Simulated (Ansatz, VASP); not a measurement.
One calculation of Hf, two programs

```
Hf
1.0
     4.27857    0.00000    0.00000
     0.00000    4.27857    0.00000
     0.00000    0.00000    4.27857
Hf
3
Cartesian
  2.1393 0.0000 0.0000
  0.0000 2.1393 0.0000
  0.0000 0.0000 2.1393
```

Alike in both runs: task relaxation of cell and atoms; functional PBE; k mesh 12 × 12 × 12; occupations gaussian, width 0.1 eV; no spin polarisation.

```csv
,VASP,Ansatz
version,VASP 6.6.1,Ansatz 0.2.0
potentials or method,"VASP PAW PBE potentials, release 64 (Hf_pv)","scalar-relativistic, plane waves, PAW"
plane-wave cutoff (eV),600,420
valence electrons in the cell,30,78
```

VASP gave:

| Item | Value |
| --- | --- |
| gap on the k mesh at the Fermi level, each at its own relaxed structure (eV) | none |
| relaxed volume (Å³/atom) | 25.89 |
| relaxed cell length with the largest relative difference (Å) | 4.267 |

Estimate Ansatz's values.

gap on the k mesh at the Fermi level, each at its own relaxed structure (eV): none; relaxed volume (Å³/atom): 25.98; relaxed cell length with the largest relative difference (Å): 4.272.

A gap of «none» marks a metal or a gap that the smearing closes. The two sets of potentials don't hold the same shells in valence.

Spin-orbit coupling is left out, which matters for the levels of Hf.
